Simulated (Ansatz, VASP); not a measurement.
Two plane-wave programs on NaCl

```
Na Cl
1.0
     0.00000    2.81000    2.81000
     2.81000    0.00000    2.81000
     2.81000    2.81000    0.00000
Na Cl
1 1
Cartesian
  0.0000 0.0000 0.0000
  2.8100 2.8100 2.8100
```

Alike in both runs: task single point; functional PBE; k mesh 6 × 6 × 6; occupations gaussian, width 0.05 eV; no spin polarisation.

|  | VASP | Ansatz |
| --- | --- | --- |
| version | VASP 6.6.1 | Ansatz 0.2.0 |
| potentials or method | VASP PAW PBE potentials, release 64 (Na_pv, Cl) | scalar-relativistic, plane waves, PAW |
| plane-wave cutoff (eV) | 520 | 420 |
| valence electrons in the cell | 14 | 16 |

```tsv
	VASP	Ansatz	Ansatz less VASP
gap on the k mesh at the Fermi level (eV)	5.15	5.15	0.000
least direct gap on the mesh (eV)	5.15	5.15	0.000
pressure (GPa)	1.0	1.0	+0.03
```

The two sets of potentials don't hold the same shells in valence.

PBE gaps usually lie below the measured ones, often by a third to a half.
